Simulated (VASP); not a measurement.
# Cu in VASP: relaxation of the atoms with LDA

Aim: the relaxation of the atoms of Cu with LDA.

All numbers are computed with VASP 6.6.1; they aren't measurements. Logs are shortened: lines on timing, memory, paths and dates and some standing lists are left out, and cuts for length are marked.

## 1. Starting point

The cell holds a slab with vacuum, 9 atoms: a = 2.491 Å, b = 2.491 Å, c = 29.092 Å, α = 90.00°, β = 90.00°, γ = 90.00°.

The cell was built by a generator and needn't be a form met in nature.

## 2. Relaxation of the atoms, LDA

INCAR reads:

```
ALGO     = Normal         # electronic algorithm
EDIFF    = 1E-6           # SCF threshold, eV
EDIFFG   = -0.005         # ionic threshold
ENCUT    = 520            # plane-wave cutoff, eV
IBRION   = 2              # ionic algorithm
ISIF     = 2              # what is computed and relaxed
ISMEAR   = 1              # smearing method
KPAR     = 8            
LASPH    = True           # aspherical terms in the spheres
LCHARG   = False          # write CHGCAR
LREAL    = False          # projectors in reciprocal space
LWAVE    = False          # write WAVECAR
NELM     = 80             # most SCF steps
NSW      = 60             # ionic steps
PREC     = Accurate       # precision mode
SIGMA    = 0.2            # smearing width, eV
```

KPOINTS reads:

```
k-points
0
Gamma
  18 18 1
```

POSCAR reads:

```
Cu
1.0
    2.4911371901      0.0000000000      0.0000000000
    0.0000000000      2.4911371901      0.0000000000
    0.0000000000      0.0000000000     29.0920000000
Cu
9
Direct
    0.0000000000      0.0000000000      0.2578028324
    0.5000000000      0.5000000000      0.3183521243
    0.0000000000      0.0000000000      0.3789014162
    0.5000000000      0.5000000000      0.4394507081
    0.0000000000      0.0000000000      0.5000000000
    0.5000000000      0.5000000000      0.5605492919
    0.0000000000      0.0000000000      0.6210985838
    0.5000000000      0.5000000000      0.6816478757
    0.0000000000      0.0000000000      0.7421971676
```

Potentials or basis: VASP PAW LDA potentials, release 64 (Cu).

The run is started by

```sh
$ cat potpaw_LDA.64/Cu/POTCAR > POTCAR
$ mpirun -np 8 vasp_std > vasp.out
```

OUTCAR:

```text
EDIFF = 1E-6
   EDIFFG = -0.005
   ENCUT = 520
   IBRION = 2
   ISIF = 2
   ISMEAR = 1
   LASPH = True
   LREAL = False
   NELM = 80
   NSW = 60
   PREC = Accurate

 ion  position               nearest neighbor table
   1  0.000  0.000  0.258-   2 2.49   2 2.49   2 2.49   2 2.49
   2  0.500  0.500  0.318-   1 2.49   1 2.49   1 2.49   1 2.49   3 2.49   3 2.49   3 2.49   3 2.49

   3  0.000  0.000  0.379-   4 2.49   4 2.49   4 2.49   4 2.49   2 2.49   2 2.49   2 2.49   2 2.49

   4  0.500  0.500  0.439-   3 2.49   3 2.49   3 2.49   3 2.49   5 2.49   5 2.49   5 2.49   5 2.49
[... 5 lines left out ...]
   7  0.000  0.000  0.621-   6 2.49   6 2.49   6 2.49   6 2.49   8 2.49   8 2.49   8 2.49   8 2.49

   8  0.500  0.500  0.682-   9 2.49   9 2.49   9 2.49   9 2.49   7 2.49   7 2.49   7 2.49   7 2.49

   9  0.000  0.000  0.742-   8 2.49   8 2.49   8 2.49   8 2.49

  LATTYP: Found a simple tetragonal cell.
 ALAT       =     2.4911371901
 C/A-ratio  =    11.6782006690

  Lattice vectors:

 A1 = (   2.4911371901,   0.0000000000,   0.0000000000)
 A2 = (   0.0000000000,   2.4911371901,   0.0000000000)
 A3 = (   0.0000000000,   0.0000000000,  29.0920000000)

Analysis of symmetry for initial positions (statically):
=====================================================================
 Subroutine PRICEL returns:
 Original cell was already a primitive cell.

 Routine SETGRP: Setting up the symmetry group for a
 simple tetragonal supercell.

 Subroutine GETGRP returns: Found 16 space group operations
 (whereof 16 operations were pure point group operations)
 out of a pool of 16 trial point group operations.

The static configuration has the point symmetry D_4h.

Analysis of symmetry for dynamics (positions and initial velocities):
=====================================================================
 Subroutine PRICEL returns:
 Original cell was already a primitive cell.

 Routine SETGRP: Setting up the symmetry group for a
 simple tetragonal supercell.

 Subroutine GETGRP returns: Found 16 space group operations
 (whereof 16 operations were pure point group operations)
 out of a pool of 16 trial point group operations.

The dynamic configuration has the point symmetry D_4h.

 Subroutine INISYM returns: Found 16 space group operations
 (whereof 16 operations are pure point group operations),
 and found     1 'primitive' translations

----------------------------------------------------------------------------------------

                                     Primitive cell

  volume of cell :     180.5381

  direct lattice vectors                    reciprocal lattice vectors
     2.491137190  0.000000000  0.000000000     0.401423095  0.000000000  0.000000000
     0.000000000  2.491137190  0.000000000     0.000000000  0.401423095  0.000000000
     0.000000000  0.000000000 29.092000000     0.000000000  0.000000000  0.034373711

  length of vectors
     2.491137190  2.491137190 29.092000000     0.401423095  0.401423095  0.034373711

  position of ions in fractional coordinates (direct lattice)
     0.000000000  0.000000000  0.257802832
     0.500000000  0.500000000  0.318352124
     0.000000000  0.000000000  0.378901416
     0.500000000  0.500000000  0.439450708
     0.000000000  0.000000000  0.500000000
     0.500000000  0.500000000  0.560549292
     0.000000000  0.000000000  0.621098584
     0.500000000  0.500000000  0.681647876
     0.000000000  0.000000000  0.742197168

  ion indices of the primitive-cell ions
   primitive index   ion index
                 1           1
                 2           2
                 3           3
                 4           4
                 5           5
                 6           6
                 7           7
                 8           8
                 9           9

----------------------------------------------------------------------------------------

 KPOINTS: k-points

Automatic generation of k-mesh.
 Grid dimensions read from file:
 generate k-points for:   18   18    1

 Generating k-lattice:

  Cartesian coordinates                     Fractional coordinates (reciprocal lattice)
     0.022301283  0.000000000  0.000000000     0.055555556  0.000000000  0.000000000
     0.000000000  0.022301283  0.000000000     0.000000000  0.055555556  0.000000000
     0.000000000  0.000000000  0.034373711     0.000000000  0.000000000  1.000000000

  Length of vectors
     0.022301283  0.022301283  0.034373711

  Shift w.r.t. Gamma in fractional coordinates (k-lattice)
     0.000000000  0.000000000  0.000000000

 Subroutine IBZKPT returns following result:
 ===========================================

 Found     55 irreducible k-points:

 Following reciprocal coordinates:
            Coordinates               Weight
  0.000000  0.000000  0.000000      1.000000
  0.055556  0.000000  0.000000      4.000000
  0.111111  0.000000  0.000000      4.000000
  0.166667  0.000000  0.000000      4.000000
  0.222222  0.000000  0.000000      4.000000
  0.277778  0.000000  0.000000      4.000000
[... 16 lines left out ...]
  0.277778  0.111111  0.000000      8.000000
  0.333333  0.111111  0.000000      8.000000
 [... further k-points ...]
   k-points           NKPTS =     55   k-points in BZ     NKDIM =     55   number of bands    NBANDS=     59
   number of dos      NEDOS =    301   number of ions     NIONS =      9
   total plane-waves  NPLWV =  86400
   dimension x,y,z NGX =    20 NGY =   20 NGZ =  216
   dimension x,y,z NGXF=    40 NGYF=   40 NGZF=  432
   ions per type =               9
   NGX,Y,Z   is equivalent  to a cutoff of  13.35, 13.35, 12.34 a.u.
   NGXF,Y,Z  is equivalent  to a cutoff of  26.69, 26.69, 24.69 a.u.
 SYSTEM =  unknown system
   PREC   = accura    normal or accurate (medium, high low for compatibility)
   ISTART =      0    job   : 0-new  1-cont  2-samecut
   ICHARG =      2    charge: 1-file 2-atom 10-const
   ISPIN  =      1    spin polarized calculation?
   LNONCOLLINEAR =      F non collinear calculations
   LSORBIT =      F    spin-orbit coupling
   LASPH  =      T    aspherical Exc in radial PAW
   ENCUT  =  520.0 eV  38.22 Ry    6.18 a.u.   4.63  4.63 54.09*2*pi/ulx,y,z
   NELM   =     80;   NELMIN=  2; NELMDL= -5     # of ELM steps
   EDIFF  = 0.1E-05   stopping-criterion for ELM
   LREAL  =      F    real-space projection
   EDIFFG = -.5E-02   stopping-criterion for IOM
   NSW    =     60    number of steps for IOM
   IBRION =      2    ionic relax: 0-MD 1-quasi-New 2-CG
   NFREE  =      1    steps in history (QN), initial steepest desc. (CG)
   ISIF   =      2    stress and relaxation
   ISYM   =      2    0-nonsym 1-usesym 2-fastsym
   POTIM  = 0.5000    time-step for ionic-motion
   TEBEG  =    0.0;   TEEND  =   0.0 temperature during run
   PSTRESS=    0.0 pullay stress
   NELECT =      99.0000    total number of electrons
   NUPDOWN=      -1.0000    fix difference up-down
   EMIN   =  10.00;   EMAX   =-10.00  energy-range for DOS
   EFERMI =   0.00;   METHOD = LEGACY
   ISMEAR =     1;   SIGMA  =   0.20  broadening in eV -4-tet -1-fermi 0-gaus
   EFERMI_NEDOS =   21; number of points for ismear=-14 and -15
   IALGO  =     38    algorithm
   IMIX   =      4    mixing-type and parameters
     AMIX     =   0.40;   BMIX     =  1.00
     AMIX_MAG =   1.60;   BMIX_MAG =  1.00
  volume/ion in A,a.u.               =      20.06       135.37
  Fermi-wavevector in a.u.,A,eV,Ry     =   1.339976  2.532187 24.429737  1.795535
  Thomas-Fermi vector in A             =   2.468325
   LORBIT       =      0    0 simple, 1 ext, 2 COOP (PROOUT), +10 PAW based schemes
   GGA     = CA    functional components
   LHFCALC =     F    Hartree Fock is set to
   AEXX    =    0.0000 exact exchange contribution
   IVDW    =     0    specifies the selected vdW correction
   LEPSILON=     F    determine dielectric tensor
   LRPA    =     F    only Hartree local field effects (RPA)
 conjugate gradient relaxation of ions
 non-spin polarized calculation
 Methfessel and Paxton  Order N= 1 SIGMA  =   0.20
  energy-cutoff  :      520.00
  volume of cell :      180.54
 maximum number of plane-waves:      4949
 NGX is ok and might be reduce to    20
   NGX =  9   NGY =  9   NGZ =109

--------------------------------------- Ionic step        1  -------------------------------------------

 number of electron      99.0000122 magnetization

 Free energy of the ion-electron system (eV)
  ---------------------------------------------------
  ext. energy  EPLUGINS =         0.00000000
  ---------------------------------------------------
  free energy    TOTEN  =       -40.82775386 eV

  energy without entropy =      -40.81827882  energy(sigma->0) =      -40.82459551

------------------------ aborting loop because EDIFF is reached ----------------------------------------

  FORCE on cell =-STRESS in cart. coord.  units (eV):
  Direction    XX          YY          ZZ          XY          YZ          ZX
  --------------------------------------------------------------------------------------
  -------------------------------------------------------------------------------------
  Total       -2.0780005     -2.0780005     -0.7764016      0.0000000     -0.0000000     -0.0000000
  in kB      -18.4411228    -18.4411228     -6.8901414      0.0000000     -0.0000000     -0.0000000
  external PRESSURE =     -14.5907957 kB  Pullay stress =       0.0000000 kB
[... 110 lines left out ...]
  FREE ENERGIE OF THE ION-ELECTRON SYSTEM (eV)
  ---------------------------------------------------
  free  energy   TOTEN  =       -40.8388499886 eV

  energy  without entropy=      -40.8300110766  energy(sigma->0) =      -40.83590368

[... ionic steps 4 to 15 ...]

--------------------------------------- Ionic step       16  -------------------------------------------

 number of electron      99.0000106 magnetization

------------------------ aborting loop because EDIFF is reached ----------------------------------------
[... 81 lines left out ...]
--------------------------------------- Ionic step       18  -------------------------------------------

 number of electron      99.0000103 magnetization

 Free energy of the ion-electron system (eV)
  ---------------------------------------------------
  ext. energy  EPLUGINS =         0.00000000
  ---------------------------------------------------
  free energy    TOTEN  =       -40.84050349 eV

  energy without entropy =      -40.83203255  energy(sigma->0) =      -40.83767984

 E-fermi :   2.3577     XC(G=0):  -8.0659

 val. band max:        2.3499245697   @ k =   0.5000   0.1667   0.0000
 cond. band min:       2.3593276406   @ k =   0.2222   0.0556   0.0000
 fundamental gap:      0.0094030709
 Fermi energy:         2.3577068311

 k-point     1 :       0.0000    0.0000    0.0000
  band No.  band energies     occupation
      1      -7.4620      2.00000
      2      -7.0504      2.00000
      3      -6.3796      2.00000
      4      -5.4703      2.00000
      5      -4.4330      2.00000
      6      -3.5291      2.00000
[... 1477 lines left out ...]
     58       8.1304      0.00000
     59       8.6446      0.00000

 [... further k-points ...]

------------------------ aborting loop because EDIFF is reached ----------------------------------------

  FORCE on cell =-STRESS in cart. coord.  units (eV):
  Direction    XX          YY          ZZ          XY          YZ          ZX
  --------------------------------------------------------------------------------------
  -------------------------------------------------------------------------------------
  Total       -1.5237084     -1.5237084     -0.0721596      0.0000000     -0.0000000      0.0000000
  in kB      -13.5220826    -13.5220826     -0.6403775      0.0000000     -0.0000000      0.0000000
  external PRESSURE =      -9.2281809 kB  Pullay stress =       0.0000000 kB
[... 24 lines left out ...]
  FREE ENERGIE OF THE ION-ELECTRON SYSTEM (eV)
  ---------------------------------------------------
  free  energy   TOTEN  =       -40.8405034941 eV

  energy  without entropy=      -40.8320325452  energy(sigma->0) =      -40.83767984

 reached required accuracy - stopping structural energy minimisation
```

It took 9.1 min on 8 MPI ranks of Intel Xeon 6975P-C (Granite Rapids), shared host; peak memory 0.55 GiB.

What came out:

* Free energy: -40.8405 eV
* Energy gained by relaxing: 1.4 meV/atom
* Ionic steps: 18
* Largest force after relaxing: 0.004 eV/Å
* Band gap on the k mesh: none (metal or under the smearing width)

Forces in eV/Å, atoms in the order of the input:
```
Cu   0.000  0.000  0.002
Cu   0.000  0.000 -0.001
Cu   0.000  0.000 -0.004
Cu   0.000  0.000  0.004
Cu   0.000  0.000  0.000
Cu   0.000  0.000 -0.004
Cu   0.000  0.000  0.004
Cu   0.000  0.000  0.001
Cu   0.000  0.000 -0.002
```

The path:
```csv
step,energy change (eV),largest force (eV/Å),pressure (GPa)
1,0.0000,0.2586,-1.46
2,-0.0087,0.1342,-1.38
3,-0.0111,0.0808,-1.24
4,-0.0119,0.0377,-1.17
5,-0.0123,0.0402,-1.11
6,-0.0125,0.0158,-1.08
7,-0.0125,0.0085,-1.08
8,-0.0125,0.0219,-1.06
9,-0.0126,0.0085,-1.05
10,-0.0126,0.0080,-1.05
11,-0.0126,0.0086,-1.04
12,-0.0126,0.0057,-1.03
13,-0.0126,0.0075,-1.02
14,-0.0127,0.0171,-0.99
15,-0.0127,0.0171,-0.98
16,-0.0127,0.0134,-0.96
17,-0.0127,0.0090,-0.96
18,-0.0127,0.0039,-0.92
```

Final structure:
```cif
data_structure
_symmetry_space_group_name_H-M 'P 1'
_symmetry_Int_Tables_number 1
_cell_length_a 2.4911
_cell_length_b 2.4911
_cell_length_c 29.0920
_cell_angle_alpha 90.000
_cell_angle_beta 90.000
_cell_angle_gamma 90.000
_cell_volume 180.54
loop_
_atom_site_label
_atom_site_type_symbol
_atom_site_fract_x
_atom_site_fract_y
_atom_site_fract_z
_atom_site_occupancy
Cu1 Cu 0.00000 0.00000 0.25926 1
Cu2 Cu 0.50000 0.50000 0.31803 1
Cu3 Cu 0.00000 0.00000 0.37885 1
Cu4 Cu 0.50000 0.50000 0.43942 1
Cu5 Cu 0.00000 0.00000 0.50000 1
Cu6 Cu 0.50000 0.50000 0.56058 1
Cu7 Cu 0.00000 0.00000 0.62115 1
Cu8 Cu 0.50000 0.50000 0.68197 1
Cu9 Cu 0.00000 0.00000 0.74074 1
```
